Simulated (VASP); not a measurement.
C:

```
C
1.0
     2.52210    0.00000    0.00000
    -1.26105    2.18420    0.00000
     0.00000    0.00000    8.23710
C
8
Direct
  0.66667 0.33333 0.84375
  0.33333 0.66667 0.34375
  0.66667 0.33333 0.65625
  0.33333 0.66667 0.15625
  0.00000 0.00000 0.90625
  0.00000 0.00000 0.40625
  0.00000 0.00000 0.59375
  0.00000 0.00000 0.09375
```

This is a hexagonal form of diamond, not graphite.

```yaml
Program: VASP 6.6.1
Task: relaxation of cell and atoms
Functional: RPBE
Dispersion: D3(BJ)
Potentials_or_basis: VASP PAW PBE potentials, release 64 (C)
Cutoff: 600 eV
k_mesh: 12 × 12 × 4
Occupations: fermi-dirac, width 0.05 eV
Spin: no spin polarisation
```

At the start: pressure -10.4 GPa; volume 5.67 Å³/atom.

**Question.** Where does the relaxation end?

**Answer.** Over 8 steps the energy falls by 6.9 meV/atom and the volume is 5.54 Å³/atom (-2.4 %); space group P6_3/mmc (No. 194, to 0.05 Å).

The path:
```csv
step,energy change (eV),largest force (eV/Å),pressure (GPa),volume (Å³)
1,0.0000,0.3358,-10.37,45.38
2,0.0392,0.5971,14.46,43.00
3,-0.0550,0.0741,-0.37,44.33
4,-0.0550,0.0821,-0.16,44.31
5,-0.0548,0.1070,0.54,44.24
6,-0.0553,0.0163,0.14,44.28
7,-0.0552,0.0260,-0.09,44.30
8,-0.0553,0.0022,0.03,44.29
```

Final structure:
```yaml
crystal:
  lattice:
    - [2.49361, 0.00000, 0.00000]
    - [-1.24681, 2.15953, 0.00000]
    - [0.00000, 0.00000, 8.22445]
  atoms:
    - { symbol: C, position: [0.66667, 0.33333, 0.84440] }
    - { symbol: C, position: [0.33333, 0.66667, 0.34440] }
    - { symbol: C, position: [0.66667, 0.33333, 0.65560] }
    - { symbol: C, position: [0.33333, 0.66667, 0.15560] }
    - { symbol: C, position: [0.00000, 0.00000, 0.90704] }
    - { symbol: C, position: [0.00000, 0.00000, 0.40704] }
    - { symbol: C, position: [0.00000, 0.00000, 0.59296] }
    - { symbol: C, position: [0.00000, 0.00000, 0.09295] }
```

Caveat: the PAW data sets were made with another functional, which shifts forces and pressure a little.
